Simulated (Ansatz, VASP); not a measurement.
# One calculation of PbSe, two programs

The input INCAR:

```
SYSTEM = PbSe
PREC = Accurate ; ENCUT = 520
EDIFF = 1E-7 ; ISMEAR = 0
SIGMA = 0.05 ; LREAL = .FALSE.
LASPH = .TRUE. ; NELM = 80
ALGO = Normal ; ISIF = 2
LWAVE = .FALSE. ; LCHARG = .FALSE.
GGA = PE ; NBANDS = 17
```

File KPOINTS:

```
regular mesh
0
G
  10 10 10
  0 0 0
```

POSCAR

```
PbSe
1.0
    0.0000000000      3.0621500000      3.0621500000
    3.0621500000      0.0000000000      3.0621500000
    3.0621500000      3.0621500000      0.0000000000
Pb Se
1 1
Direct
    0.0000000000      0.0000000000      0.0000000000
    0.4853044430      0.5146955570      0.5146955570
```

Input for Ansatz:

```yaml
crystal:
  lattice:
    - [0.0, 3.06215, 3.06215]
    - [3.06215, 0.0, 3.06215]
    - [3.06215, 3.06215, 0.0]
  atoms:
    - { symbol: Pb, position: [0.0, 0.0, 0.0] }
    - { symbol: Se, position: [0.485304443, 0.514695557, 0.514695557] }
basis:
  ecutwfc: 420
kpoints:
  mp_grid: { grid: [10, 10, 10] }
hamiltonian:
  xc: pbe
scf:
  occupations: { method: gaussian, width: 0.05 }
output:
  forces: true
  stress: true
  eigenvalues: true
  write_density: true
  write_potential: true
  elf: true
  volumetric_format: npy
```

Change from the starting cell: one atom moved.

Alike in both runs: task single point; functional PBE; k mesh 10 × 10 × 10; occupations gaussian, width 0.05 eV; no spin polarisation.

|  | VASP | Ansatz |
| --- | --- | --- |
| version | VASP 6.6.1 | Ansatz 0.2.0 |
| potentials or method | VASP PAW PBE potentials, release 64 (Pb_d, Se) | scalar-relativistic, plane waves, PAW |
| plane-wave cutoff (eV) | 520 | 420 |
| valence electrons in the cell | 20 | 30 |

|  | VASP | Ansatz | Ansatz less VASP |
| --- | --- | --- | --- |
| gap on the k mesh at the Fermi level (eV) | 0.40 | 0.40 | -0.005 |
| least direct gap on the mesh (eV) | 0.40 | 0.40 | -0.005 |
| pressure (GPa) | 2.4 | 2.5 | +0.02 |
| largest component of the traceless stress (GPa) | 0.23 | 0.23 | -0.002 |
| rms of the force components (eV/Å) | 0.040 | 0.039 | -0.0012 |

Atom by atom the forces differ by 0.001 eV/Å (rms over components). The two sets of potentials don't hold the same shells in valence.

Caveats: spin-orbit coupling is left out, which as a rule narrows the gap of such compounds by several tenths of an eV.
